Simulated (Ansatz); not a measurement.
**Two inputs for Cl**

This input was run with Ansatz:

```yaml
crystal:
  lattice:
    - [10.81554824, 0.0, 0.0]
    - [0.0, 10.81554824, 0.0]
    - [0.0, 0.0, 8.77994252]
  atoms:
    - { symbol: Cl, position: [0.59743161, 0.35734169, 0.64412778] }
    - { symbol: Cl, position: [0.90256839, 0.85734169, 0.35587222] }
    - { symbol: Cl, position: [0.85734169, 0.09743161, 0.64412778] }
    - { symbol: Cl, position: [0.14265831, 0.90256839, 0.64412778] }
    - { symbol: Cl, position: [0.09743161, 0.85734169, 0.85587222] }
    - { symbol: Cl, position: [0.40256839, 0.35734169, 0.14412778] }
    - { symbol: Cl, position: [0.90256839, 0.14265831, 0.85587222] }
    - { symbol: Cl, position: [0.59743161, 0.64265831, 0.14412778] }
    - { symbol: Cl, position: [0.85734169, 0.90256839, 0.14412778] }
    - { symbol: Cl, position: [0.40256839, 0.64265831, 0.64412778] }
    - { symbol: Cl, position: [0.64265831, 0.40256839, 0.85587222] }
    - { symbol: Cl, position: [0.35734169, 0.40256839, 0.35587222] }
    - { symbol: Cl, position: [0.64265831, 0.59743161, 0.35587222] }
    - { symbol: Cl, position: [0.35734169, 0.59743161, 0.85587222] }
    - { symbol: Cl, position: [0.09743161, 0.14265831, 0.35587222] }
    - { symbol: Cl, position: [0.14265831, 0.09743161, 0.14412778] }
kpoints:
  mp_grid: { grid: [3, 3, 4] }
scf:
  occupations: { method: fermi_dirac, width: 0.05 }
  max_iter: 60
hamiltonian:
  xc: pbe
  pseudopotentials: { kind: paw, frozen_core: stored }
  hubbard: { sites: [{ species: Cl, l: p, u_eff: -5.0 }] }
output:
  forces: true
  stress: true
  populations: true
  efg: { quadrupole_moments_barn: { Cl: -0.08112 } }
```

It converged. Of its output the block on the nuclei alone is shown, without the SCF iterations, energies, forces and stress (one atom of each set):

```
--- PAW observables at the nuclei: V_zz in 10²¹ V/m², potentials from the cell's mean, atoms counted from 1 ---
  atom   1  Cl V_zz =   +50.455896   η = 0.0524   by run symmetry: allowed   C_q = -98.9679 MHz
            electrostatic potential = -1765.274277 V   contact ρ = none
```

Question: Can these gradients be trusted, and how do they compare with a run on standard settings?

Answer: No. Against the standard input the change is `hamiltonian.hubbard`: not typed → {sites: [{species: Cl, l: p, u_eff: -5.0}]}; `scf.max_iter`: not typed → 60. A site carries the number of its first atom; V_zz in 10²¹ V/m².

```json
{"site": "Cl", "atom": "1", "V_zz standard": "55.0", "η standard": "0.02", "V_zz here": "50.5", "η here": "0.05"}
```

The largest change of V_zz is on Cl, from 55.0 to 50.5. SCF iterations: 6 and 9. The changed input holds a negative U, so its numbers aren't properties of the crystal.

On the reference run: The largest force is 0.5 eV/Å, so the atoms aren't at the calculated equilibrium and relaxing them would move these values.
